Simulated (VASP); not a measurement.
Ti, 1 atom in the cell. The structure is cubic, space group Im-3m (No. 229). Conventional cell: a = 3.307 Å, b = 3.307 Å, c = 3.307 Å, α = 90.00°, β = 90.00°, γ = 90.00°. Ti (site symmetry m-3m) has 8 Ti at 2.86 Å as nearest neighbours. This isn't the form of Ti at room conditions, which is hcp.

```yaml
Program: VASP 6.6.1
Task: relaxation of cell and atoms
Functional: r2SCAN
Dispersion: rVV10
Potentials_or_basis: VASP PAW PBE potentials, release 64 (Ti_sv)
Cutoff: 600 eV
k_mesh: 18 × 18 × 18
Occupations: gaussian, width 0.1 eV
Spin: no spin polarisation
Further_INCAR_settings: ALGO = Normal; EDIFF = 1e-07; IBRION = 2; EDIFFG = -0.005; NSW = 90; ISIF = 3
```

Potentials or basis: VASP PAW PBE potentials, release 64 (Ti_sv).

Launch:

```bash
$ cat potpaw_PBE.64/Ti_sv/POTCAR > POTCAR
$ mpirun -np 1 vasp_std > vasp.out
```

Hardware: 1 thread of Intel(R) Xeon(R) 6975P-C (Granite Rapids) (shared host).

Task: How long does it take, and how much memory?

Result: It took 3.4 min on 1 thread of Intel(R) Xeon(R) 6975P-C (Granite Rapids) (shared host), peak memory 0.26 GiB. Counts: scf iterations 53, k points 195, ion steps 3.
